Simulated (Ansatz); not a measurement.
**CuI: band gap under strain**

Aim: follow the gap of CuI built on the zincblende prototype through these states: +3.0 % biaxial strain in x and y, free along z; +3.0 % shear in the xy plane; +4.0 % strain along x alone. The table at the end shows which levels were run.

The runs shown are made with Ansatz 0.2.0. PAW datasets, plane waves. (Simulation; spin polarisation is off.)

**1. The structure to begin with**

The unstrained cell was relaxed with r2SCAN; in each strained cell the atoms were relaxed again with r2SCAN. Names of k-points are those of the unstrained zone, where strain can split equivalent points. First state: +3.0 % biaxial strain in x and y, free along z.

Space group I-4m2 (No. 119), tetragonal; a = 4.387 Å, c = 5.775 Å in the conventional setting, 27.79 Å³ an atom. Around Cu lie 4 I at 2.63 Å; around I lie 4 Cu at 2.63 Å.

Structure file:

```cif
data_structure
_symmetry_space_group_name_H-M 'I-4m2'
_symmetry_Int_Tables_number 119
_cell_length_a 4.3874
_cell_length_b 4.3874
_cell_length_c 5.7746
_cell_angle_alpha 90.000
_cell_angle_beta 90.000
_cell_angle_gamma 90.000
_cell_volume 111.16
loop_
_atom_site_label
_atom_site_type_symbol
_atom_site_symmetry_multiplicity
_atom_site_Wyckoff_symbol
_atom_site_fract_x
_atom_site_fract_y
_atom_site_fract_z
_atom_site_occupancy
Cu1 Cu 2 a 0.00000 0.00000 0.00000 1
I1 I 2 c 0.00000 0.50000 0.25000 1
```

From earlier runs on the unstrained cell: PBE 1.17 eV, r2SCAN 1.67 eV, HSE06 2.67 eV; a = 6.024 Å.

**2. +3.0 % biaxial strain in x and y, free along z: PBE**

input.yaml reads:

```yaml
crystal:
  lattice:
    - [0.0, 3.1023898133, 2.8873022679]
    - [3.1023898133, 0.0, 2.8873022679]
    - [3.1023898133, 3.1023898133, 0.0]
  atoms:
    - { symbol: Cu, position: [0.0, 0.0, 0.0] }
    - { symbol: I, position: [0.25, 0.25, 0.25] }
kpoints:
  mp_grid: { grid: [8, 8, 8] }
  band_path:
    path:
      - [0.0, 0.0, 0.0]
      - [-0.5, -0.5, 0.0]
      - [-0.375, -0.375, 0.25]
      - [-0.375, 0.0, 0.375]
      - [0.0, 0.0, 0.5]
      - [-0.5, -0.25, 0.25]
    npoints: 1
hamiltonian:
  xc: pbe
scf:
  occupations: { method: fermi_dirac, width: 0.02 }
  n_extra_bands: 4
output:
  forces: true
  stress: true
  eigenvalues: true
```

Command:

```bash
> ansatz run input.yaml --threads 2 --pin off --max-ram 2211MiB --backend cpu --events-out ev --progress --plain --runs-dir out
```

After this run come: +3.0 % biaxial strain in x and y, free along z: r2SCAN; +3.0 % biaxial strain in x and y, free along z: HSE06; +3.0 % shear in the xy plane: PBE; +3.0 % shear in the xy plane: r2SCAN; +3.0 % shear in the xy plane: HSE06; +4.0 % strain along x alone: PBE; +4.0 % strain along x alone: r2SCAN; +4.0 % strain along x alone: HSE06.

**Question.** What will these runs give?

**Answer**, as computed:

Least gap in eV (negative: overlap), with the change from the unstrained cell in brackets:

```
                                         state  volume change (%)           PBE        r2SCAN         HSE06
+3.0 % biaxial strain in x and y, free along z               +1.7  1.06 (-0.11)  1.56 (-0.11)  2.56 (-0.11)
                  +3.0 % shear in the xy plane               -0.0  1.15 (-0.02)  1.64 (-0.03)  2.63 (-0.04)
                   +4.0 % strain along x alone               +4.0  1.05 (-0.12)  1.53 (-0.14)  2.56 (-0.11)
```

In words: The largest move of the HSE06 gap in the table is -0.110 eV, under +3.0 % biaxial strain in x and y, free along z. PBE and HSE06 differ by 1.50 eV on the unstrained gap, and by at most 0.02 eV on its change: the two disagree on the size of the gap but agree on its response to strain. Spin-orbit coupling is left out of the table, though the cell holds I (Z = 53); in an element this heavy it can shift bands and gaps by tenths of an eV.
